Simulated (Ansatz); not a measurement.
# InAs (F-43m) in Ansatz: equation of state

Aim: energy against volume of InAs in PBEsol, for its equilibrium volume and stiffness.

All numbers are computed with Ansatz 0.2.0; they aren't measurements. Logs are shortened: lines on timing, memory, paths and dates and some standing lists are left out, and cuts for length are marked.

**1. Starting point**

It takes space group F-43m (No. 216, cubic). Conventional cell: a = 6.036 Å, b = 6.036 Å, c = 6.036 Å, α = 90.00°, β = 90.00°, γ = 90.00°. In (site symmetry -43m) is surrounded by 4 As at 2.61 Å. Around As (site symmetry -43m) lie 4 In at 2.61 Å.

**2. Equation of state, PBEsol**

Potentials or basis: all-electron LAPW, scalar-relativistic.

No new run: the results of the series are fitted here.

Results:

* Equilibrium volume: 28.20 Å³/atom
* Bulk modulus: 56 GPa
* Pressure derivative of the bulk modulus: 4.6

Energy against volume, from the lowest point:
```
volume (Å³/atom)  energy (meV/atom)
          25.840              40.49
          26.389              22.86
          26.939              10.59
          27.489               3.14
          28.039               0.00
          28.588               0.72
          29.138               4.89
```
